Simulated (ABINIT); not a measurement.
# Ti (P6_3/mmc) in ABINIT: single point with PBEsol

Aim: the single point of Ti with PBEsol.

All numbers are computed with ABINIT 10.8.3 (patched build); they aren't measurements. Logs are shortened: lines on timing, memory, paths and dates and some standing lists are left out, and cuts for length are marked. The log counts tension as positive stress, the text compression.

### 1 The crystal as given

The structure is hexagonal, space group P6_3/mmc (No. 194). The conventional cell has a = 2.950 Å, b = 2.950 Å, c = 4.680 Å, α = 90.00°, β = 90.00°, γ = 120.00°. Around Ti (site symmetry -6m2) lie 12 Ti at 2.89 to 2.95 Å.

### 2 Single point, PBEsol

Contents of run.abi:

```
pp_dirpath "./"
pseudos "Ti.upf"

acell 3*1.0 Angstrom
rprim
     2.9500000000     0.0000000000     0.0000000000
    -1.4750000000     2.5547749412     0.0000000000
     0.0000000000     0.0000000000     4.6800000000
ntypat 1
znucl 22
natom 2
typat 1 1
xred
     0.6666666667     0.3333333333     0.7500000000
     0.3333333333     0.6666666667     0.2500000000

ecut 38.0

kptopt 1
ngkpt 8 8 4
nshiftk 1
shiftk 0.0 0.0 0.0

ixc -116133

nband 16
occopt 3
tsmear 0.00183747

nstep 100
tolvrs 1.0e-10

iomode 3
prtwf 0
prtden 0
prteig 0
prtebands 0
enunit 1
```

Potentials or basis: PseudoDojo NC SR PBEsol v0.4.1 standard.

Command:

```bash
> mpirun --bind-to none -np 4 abinit run.abi > log 2>&1
```

run.abo:

```text
.Version 10.8.3 of ABINIT
 Symmetries : space group P6_3/m m c (#194); Bravais hP (primitive hexag.)
================================================================================
 Values of the parameters that define the memory need of the present run
     intxc =       0    ionmov =       0      iscf =       7    lmnmax =       6
     lnmax =       6     mgfft =      50  mpssoang =       3    mqgrid =    3001
     natom =       2  nloc_mem =       1    nspden =       1   nspinor =       1
    nsppol =       1      nsym =      24    n1xccc =    2501    ntypat =       1
    occopt =       3   xclevel =       2
       mpw =        2689          nfft =       51200          nkpt =          30
================================================================================
================================================================================

--------------------------------------------------------------------------------
------------- Echo of variables that govern the present computation ------------
--------------------------------------------------------------------------------
 -outvars: echo values of preprocessed input variables --------
            acell      1.8897261259E+00  1.8897261259E+00  1.8897261259E+00 Bohr
              amu      4.78800000E+01
             ecut      3.80000000E+01 Hartree
           enunit           1
              ixc     -116133
         kptrlatt        8    0    0      0    8    0      0    0    4
          kptrlen      3.53756731E+01
            natom           2
            nband          16
            ngfft          32      32      50
             nkpt          30
            nstep         100
             nsym          24
           ntypat           1
           occopt           3
           prtden           0
        prtebands           0
           prteig           0
            prtwf           0
            rprim      2.9500000000E+00  0.0000000000E+00  0.0000000000E+00
                      -1.4750000000E+00  2.5547749412E+00  0.0000000000E+00
                       0.0000000000E+00  0.0000000000E+00  4.6800000000E+00
          spgroup         194
           tolvrs      1.00000000E-10
           tsmear      1.83747000E-03 Hartree
            typat      1  1
           xangst      1.4750000000E+00  8.5159164707E-01  3.5100000000E+00
                       9.5680578601E-18  1.7031832941E+00  1.1700000000E+00
            xcart      2.7873460357E+00  1.6092749841E+00  6.6329387019E+00
                       1.8081008912E-17  3.2185499681E+00  2.2109795673E+00
             xred      6.6666666667E-01  3.3333333333E-01  7.5000000000E-01
                       3.3333333333E-01  6.6666666667E-01  2.5000000000E-01
            znucl       22.00000

================================================================================

 chkinp: Checking input parameters for consistency.

================================================================================
== DATASET  1 ==================================================================

--- !DatasetInfo
iteration_state: {dtset: 1, }
dimensions: {natom: 2, nkpt: 30, mband: 16, nsppol: 1, nspinor: 1, nspden: 1, mpw: 2689, }
cutoff_energies: {ecut:  38.0, pawecutdg:  -1.0, }
electrons: {nelect:   2.40000000E+01, charge:   0.00000000E+00, occopt:   3.00000000E+00, tsmear:   1.83747000E-03, }
meta: {optdriver: 0, ionmov: 0, optcell: 0, iscf: 7, paral_kgb: 0, }
...

 Real(R)+Recip(G) space primitive vectors, cartesian coordinates (Bohr,Bohr^-1):
 R(1)=  5.5746921  0.0000000  0.0000000  G(1)=  0.1793821  0.1035663  0.0000000
 R(2)= -2.7873460  4.8278250  0.0000000  G(2)=  0.0000000  0.2071326  0.0000000
 R(3)=  0.0000000  0.0000000  8.8439183  G(3)=  0.0000000  0.0000000  0.1130721
 Unit cell volume ucvol=  2.3802201E+02 bohr^3
 Angles (23,13,12)=  9.00000000E+01  9.00000000E+01  1.20000000E+02 degrees

 getcut: wavevector=  0.0000  0.0000  0.0000  ngfft=  32  32  50
         ecut(hartree)=     38.000   => boxcut(ratio)=   2.03736

--- Pseudopotential description ------------------------------------------------
- pspini: atom type   1  psp file is ./Ti.upf
12 -116133 2 -1 1586                          pspcod,pspxc,lmax,lloc,mmax
     nproj     2     2     2

   7.08921687E+02                                ecore*ucvol(ha*bohr**3)
--------------------------------------------------------------------------------

================================================================================

--- !BeginCycle
iteration_state: {dtset: 1, }
solver: {iscf: 7, nstep: 100, nline: 4, wfoptalg: 0, }
tolerances: {tolvrs: 1.00E-10, }
...

     iter   Etot(hartree)      deltaE(h)  residm     vres2
 ETOT  1  -118.47965961428    -1.185E+02 2.349E-01 9.302E+01
 ETOT  2  -118.57766129490    -9.800E-02 3.677E-02 7.356E+01
 ETOT  3  -118.60045649643    -2.280E-02 7.148E-03 4.292E-01
 ETOT  4  -118.60096312466    -5.066E-04 4.545E-03 6.328E-02
 ETOT  5  -118.60105027181    -8.715E-05 1.896E-03 6.256E-03
 ETOT  6  -118.60106713473    -1.686E-05 1.798E-03 1.193E-03
 ETOT  7  -118.60107140802    -4.273E-06 1.098E-03 6.182E-04
 ETOT  8  -118.60107277457    -1.367E-06 1.225E-03 2.541E-05
 ETOT  9  -118.60107303967    -2.651E-07 6.609E-04 1.578E-04
 ETOT 10  -118.60107319667    -1.570E-07 9.330E-04 2.893E-05
 ETOT 11  -118.60107323692    -4.025E-08 5.022E-04 1.620E-05
 ETOT 12  -118.60107325560    -1.868E-08 6.475E-04 8.129E-06
 ETOT 13  -118.60107326335    -7.747E-09 3.445E-04 4.224E-06
 ETOT 14  -118.60107326792    -4.566E-09 4.158E-04 6.740E-08
 ETOT 15  -118.60107326959    -1.679E-09 2.205E-04 3.141E-08
 ETOT 16  -118.60107327048    -8.812E-10 2.534E-04 4.095E-08
 ETOT 17  -118.60107327095    -4.774E-10 1.589E-04 2.292E-08
 ETOT 18  -118.60107327122    -2.694E-10 1.615E-04 1.182E-08
 ETOT 19  -118.60107327137    -1.498E-10 1.579E-04 4.137E-09
 ETOT 20  -118.60107327146    -8.829E-11 1.588E-04 7.261E-10
 ETOT 21  -118.60107327151    -4.928E-11 1.733E-04 1.559E-10
 ETOT 22  -118.60107327154    -2.728E-11 1.534E-04 2.174E-11

 At SCF step   22       vres2   =  2.17E-11 < tolvrs=  1.00E-10 =>converged.

 Cartesian components of stress tensor (hartree/bohr^3)
  sigma(1 1)=  1.96829084E-04  sigma(3 2)=  0.00000000E+00
  sigma(2 2)=  1.96829083E-04  sigma(3 1)=  0.00000000E+00
  sigma(3 3)=  2.25339593E-04  sigma(2 1)=  0.00000000E+00

--- !ResultsGS
iteration_state: {dtset: 1, }
comment   : Summary of ground state results
lattice_vectors:
- [  5.5746921,   0.0000000,   0.0000000, ]
- [ -2.7873460,   4.8278250,   0.0000000, ]
- [  0.0000000,   0.0000000,   8.8439183, ]
lattice_lengths: [   5.57469,    5.57469,    8.84392, ]
lattice_angles: [ 90.000,  90.000, 120.000, ] # degrees, (23, 13, 12)
lattice_volume:   2.3802201E+02
convergence: {deltae: -2.728E-11, res2:  2.174E-11, residm:  1.534E-04, diffor: null, }
etotal    :  -1.18601073E+02
entropy   :   0.00000000E+00
fermie    :   3.55720157E-01
cartesian_stress_tensor: # hartree/bohr^3
- [  1.96829084E-04,   0.00000000E+00,   0.00000000E+00, ]
- [  0.00000000E+00,   1.96829083E-04,   0.00000000E+00, ]
- [  0.00000000E+00,   0.00000000E+00,   2.25339593E-04, ]
pressure_GPa:  -6.0705E+00
xred      :
- [  6.6667E-01,   3.3333E-01,   7.5000E-01, Ti]
- [  3.3333E-01,   6.6667E-01,   2.5000E-01, Ti]
cartesian_forces: # hartree/bohr
- [  6.03765461E-30,  -3.48584151E-30,  -0.00000000E+00, ]
- [ -6.03765461E-30,   3.48584151E-30,  -0.00000000E+00, ]
force_length_stats: {min:   6.97168303E-30, max:   6.97168303E-30, mean:   6.97168303E-30, }
...

 Integrated electronic density in atomic spheres:
 ------------------------------------------------
 Atom  Sphere_radius  Integrated_density
    1        2.00000          9.49530422
    2        2.00000          9.49530422
================================================================================

 ----iterations are completed or convergence reached----

 Mean square residual over all n,k,spin=   17.371E-07; max=  15.343E-05
 reduced coordinates (array xred) for    2 atoms
       0.666666666667      0.333333333333      0.750000000000
       0.333333333333      0.666666666667      0.250000000000
 rms dE/dt=  3.8865E-29; max dE/dt=  6.7316E-29; dE/dt below (all hartree)
    1       0.000000000000      0.000000000000      0.000000000000
    2       0.000000000000     -0.000000000000      0.000000000000

 cartesian coordinates (angstrom) at end:
    1      1.47500000000000     0.85159164706667     3.51000000000000
    2      0.00000000000000     1.70318329413333     1.17000000000000

 cartesian forces (hartree/bohr) at end:
    1      0.00000000000000    -0.00000000000000    -0.00000000000000
    2     -0.00000000000000     0.00000000000000    -0.00000000000000
 frms,max,avg= 4.0251031E-30 6.0376546E-30   0.000E+00  0.000E+00  0.000E+00 h/b

 cartesian forces (eV/Angstrom) at end:
    1      0.00000000000000    -0.00000000000000    -0.00000000000000
    2     -0.00000000000000     0.00000000000000    -0.00000000000000
 frms,max,avg= 2.0697912E-28 3.1046868E-28   0.000E+00  0.000E+00  0.000E+00 e/A
 length scales=  1.889726125908  1.889726125908  1.889726125908 bohr
              =  1.000000000000  1.000000000000  1.000000000000 angstroms
 Fermi (or HOMO) energy (eV) =   9.67964   Average Vxc (eV)= -11.65751
 Eigenvalues (   eV  ) for nkpt=  30  k points:
 kpt#   1, nband= 16, wtk=  0.00391, kpt=  0.0000  0.0000  0.0000 (reduced coord)
 -46.95390  -46.82230  -23.64702  -23.02665  -23.02665  -22.96154  -22.92930  -22.92930
   3.50310    7.01302   10.37867   10.44335   10.44353   10.55215   10.93382   10.94615
 prteigrs : prtvol=0 or 1, do not print more k-points.

--- !EnergyTerms
iteration_state     : {dtset: 1, }
comment             : Components of total free energy in Hartree
kinetic             :  4.68433688335243E+01
hartree             :  2.43469299232653E+01
xc                  : -1.72523129767633E+01
Ewald energy        : -8.45410389379691E+01
psp_core            :  2.97838711121941E+00
local_psp           : -9.19046057782463E+01
non_local_psp       :  9.28640032574413E-01
internal            : -1.18600631792395E+02
'-kT*entropy'       : -4.41479142022656E-04
total_energy        : -1.18601073271537E+02
total_energy_eV     : -3.22729961397970E+03
band_energy         : -1.47786153460790E+01
...

 Cartesian components of stress tensor (hartree/bohr^3)
  sigma(1 1)=  1.96829084E-04  sigma(3 2)=  0.00000000E+00
  sigma(2 2)=  1.96829083E-04  sigma(3 1)=  0.00000000E+00
  sigma(3 3)=  2.25339593E-04  sigma(2 1)=  0.00000000E+00

-Cartesian components of stress tensor (GPa)         [Pressure= -6.0705E+00 GPa]
- sigma(1 1)=  5.79091157E+00  sigma(3 2)=  0.00000000E+00
- sigma(2 2)=  5.79091156E+00  sigma(3 1)=  0.00000000E+00
- sigma(3 3)=  6.62971971E+00  sigma(2 1)=  0.00000000E+00

== END DATASET(S) ==============================================================
================================================================================

 -outvars: echo values of variables after computation  --------
            acell      1.8897261259E+00  1.8897261259E+00  1.8897261259E+00 Bohr
           etotal     -1.1860107327E+02
            fcart      6.0376546109E-30 -3.4858415148E-30 -0.0000000000E+00
                      -6.0376546109E-30  3.4858415148E-30 -0.0000000000E+00
            rprim      2.9500000000E+00  0.0000000000E+00  0.0000000000E+00
                      -1.4750000000E+00  2.5547749412E+00  0.0000000000E+00
                       0.0000000000E+00  0.0000000000E+00  4.6800000000E+00
           strten      1.9682908354E-04  1.9682908318E-04  2.2533959281E-04
                       0.0000000000E+00  0.0000000000E+00  0.0000000000E+00
           xangst      1.4750000000E+00  8.5159164707E-01  3.5100000000E+00
                       9.5680578601E-18  1.7031832941E+00  1.1700000000E+00
             xred      6.6666666667E-01  3.3333333333E-01  7.5000000000E-01
                       3.3333333333E-01  6.6666666667E-01  2.5000000000E-01
 Calculation completed.
```

Run time: 16 s. Hardware: 4 MPI ranks of Arm Neoverse V2, shared host; peak memory 0.28 GiB.

Results:

```yaml
Free_energy: -3227.2996 eV
Pressure: -6.1 GPa
Band_gap_on_the_k_mesh: none (metal or under the smearing width)
Valence_electrons_inside_the_program's_atomic_spheres: Ti 9.50 (radii [1.0584] Å)
```

Levels at points of the mesh, in eV from the Fermi level:
```csv
k point,band 8,band 9,band 10,band 11,band 12,band 13,band 14,band 15,band 16
"(0.00, 0.00, 0.00)",-32.61,-6.18,-2.67,0.70,0.76,0.76,0.87,1.25,1.27
"(0.50, 0.00, 0.00)",-32.68,-2.34,-2.13,-1.83,-0.65,0.47,0.60,1.15,3.40
"(0.00, 0.00, 0.50)",-32.66,-4.34,-4.34,0.08,0.08,0.67,0.67,0.67,0.67
"(0.50, 0.00, 0.50)",-32.76,-2.53,-2.53,-0.81,-0.81,1.28,1.28,1.70,1.70
```
